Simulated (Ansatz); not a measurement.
# GaN: stress in a strained cell

GaN is deformed so: equal xx and yy strain of -2 %. What stress and forces result, by LAPW, PAW and all-electron datasets made for the crystal?

Program: Ansatz 0.2.0. Level of theory: DFT PBEsol, scalar-relativistic. These are calculated values, not measurements.

## (1) The structure to begin with

Symmetry: Fm-3m, No. 225, cubic system. Conventional cell: a = 3.985 Å, b = 3.985 Å, c = 3.985 Å, α = 90.00°, β = 90.00°, γ = 90.00°. Around Ga (site symmetry m-3m) lie 6 N at 1.99 Å. N (site symmetry m-3m) is surrounded by 6 Ga at 1.99 Å.

Coordinates:

```xyz
2
Lattice="0.0000 1.9925 1.9925 1.9925 0.0000 1.9925 1.9925 1.9925 0.0000" Properties=species:S:1:pos:R:3 pbc="T T T"
Ga    1.9925    1.9925    1.9925
N     0.0000    0.0000    0.0000
```

Atoms are numbered in the order of the input: Ga1, N2.

## (2) The deformed structure

Space group Fm-3m before, I4/mmm after.

## (3) LAPW, all electrons

input.yaml reads:

```yaml
crystal:
  lattice:
    - [0.0, 1.95265, 1.9925]
    - [1.95265, 0.0, 1.9925]
    - [1.95265, 1.95265, 0.0]
  atoms:
    - { symbol: Ga, position: [0.5, 0.5, 0.5] }
    - { symbol: "N", position: [0.0, 0.0, 0.0] }
kpoints:
  mp_grid: { grid: [13, 13, 13] }
  band_path:
    path:
      - [0.0, 0.0, 0.0]
      - [0.0, 0.5, 0.5]
      - [0.25, 0.75, 0.5]
      - [0.0, 0.5, 0.0]
      - [0.0, 0.0, 0.0]
      - [0.5, 0.5, 0.0]
      - [0.37005, 0.62995, 0.0]
      - [-0.37005, 0.37005, 0.0]
      - [0.0, 0.0, 0.0]
    npoints: 5
scf:
  occupations: { method: fermi_dirac, width: 0.02 }
hamiltonian:
  xc: pbesol
  pseudopotentials: { kind: all_electron, lapw: { basis_error: 0.001 } }
output:
  forces: true
  stress: true
  eigenvalues: true
```

Started as:

```
$ ansatz run input.yaml --threads 1 --pin off --max-ram 3072MiB --backend cpu --events-out ev --progress --plain --runs-dir out
```

## (4) Frozen-core PAW

input.yaml reads:

```yaml
crystal:
  lattice:
    - [0.0, 1.95265, 1.9925]
    - [1.95265, 0.0, 1.9925]
    - [1.95265, 1.95265, 0.0]
  atoms:
    - { symbol: Ga, position: [0.5, 0.5, 0.5] }
    - { symbol: "N", position: [0.0, 0.0, 0.0] }
kpoints:
  mp_grid: { grid: [13, 13, 13] }
scf:
  occupations: { method: fermi_dirac, width: 0.02 }
hamiltonian:
  xc: pbesol
  pseudopotentials: { kind: paw }
output:
  forces: true
  stress: true
  eigenvalues: true
  efg: { contact_densities: true }
  write_density: true
  write_potential: true
  elf: true
  volumetric_format: npy
```

## (5) All-electron PAW on datasets made for the crystal

input.yaml, as its differences from that of step 4:

```diff
@@ -14,3 +14,3 @@
   xc: pbesol
-  pseudopotentials: { kind: paw }
+  pseudopotentials: { kind: all_electron, datasets: crystal }
 output:
@@ -20,5 +20 @@
   efg: { contact_densities: true }
-  write_density: true
-  write_potential: true
-  elf: true
-  volumetric_format: npy
```

(Steps that only read results are left out.)

Before running it: what results should come out? Wanted: pressure; largest shear or deviatoric stress.

**Answer**, as computed:

| quantity | value |
| --- | --- |
| pressure | LAPW 79.71, PAW 79.60, crystal datasets 79.71 GPa |
| largest shear or deviatoric stress (LAPW) | 8.15 GPa |

What this shows: The largest part of the stress beyond the pressure is 8.15 GPa in size, in the zz component; the atoms are carried along and not relaxed. No run of the undeformed cell stands beside it, so the pressure holds what the given cell had before the change. PAW: stress within 0.12 GPa of LAPW. Crystal datasets: stress within 0.01 GPa of LAPW.
